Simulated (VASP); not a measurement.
A run of VASP 6.6.1 is set up as follows.

File POSCAR:

```
WSe2
1.0
    3.2524338424     -0.0000000007     -0.0000000000
   -1.6262169170      2.8166903336      0.0000000000
    0.0000000000      0.0000000000     22.1917229449
  W               Se
     1     2
Direct
     0.6666666699999979    0.3333333300000021    0.5000087629227652
     0.3333333300000021    0.6666666699999979    0.5751987272093936
     0.3333333300000021    0.6666666699999979    0.4248165775678376
```

Contents of INCAR.step1:

```
SYSTEM = WSe2
PREC = Accurate
ENCUT = 600
EDIFF = 1E-8
ISMEAR = 0
SIGMA = 0.05
LREAL = .False.
LASPH = .True.
NELM = 60
ALGO = Normal
ISIF = 2
LWAVE = .False.
LCHARG = .False.
LDIPOL = .True.
IDIPOL = 3
DIPOL = 0.5 0.5 0.500
IBRION = 2
NSW = 40
EDIFFG = -0.002
```

Contents of INCAR.step2:

```
SYSTEM = WSe2
PREC = Accurate
ENCUT = 600
EDIFF = 1E-8
ISMEAR = 0
SIGMA = 0.05
LREAL = .False.
LASPH = .True.
NELM = 60
ALGO = Normal
ISIF = 2
LWAVE = .False.
LCHARG = .False.
LDIPOL = .True.
IDIPOL = 3
DIPOL = 0.5 0.5 0.500
IBRION = 6
NFREE = 2
POTIM = 0.015
NSW = 1
```

KPOINTS

```
regular mesh
0
Gamma
  12 12 1
  0 0 0
```

Potentials or basis: VASP PAW LDA potentials, release 64 (W_sv, Se).

Launch:

```sh
$ cat potpaw_LDA.64/W_sv/POTCAR potpaw_LDA.64/Se/POTCAR > POTCAR
$ cp INCAR.step1 INCAR
$ mpirun -np 1 vasp_std > vasp.out
$ cp CONTCAR POSCAR
$ cp INCAR.step2 INCAR
$ mpirun -np 1 vasp_std > vasp.out
```

(1) What does it give for the highest phonon frequency at Γ, LO-TO splitting left out?

## Answers

(1) 312 cm⁻¹.
